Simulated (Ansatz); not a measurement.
```
Si C
1.0
     0.00000    2.06076    2.06076
     2.06076    0.00000    2.06076
     2.06076    2.06076    0.00000
Si C
1 1
Cartesian
  0.0000 0.0000 0.0000
  1.0304 1.0304 1.0304
```

PBE orbitals in Ansatz, all-electron datasets in plane waves (scalar-relativistic, Gaussian nuclei), wave cutoff 2970 eV, 4×4×4 mesh, Wigner-Seitz cut of the exact exchange.

The cell is then scaled evenly to 1.128 times this volume.

Energy change of the cell: PBE -0.470 eV (mean pressure +33.7 GPa).

Q: What change follows for the Hartree-Fock expression on the same orbitals?

A: The Hartree-Fock expression on the same orbitals: -0.461 eV (mean pressure +33.0 GPa).

The cell is a model at fixed atoms and needn't be the relaxed known crystal. The mesh is coarse, so these steps aren't converged.
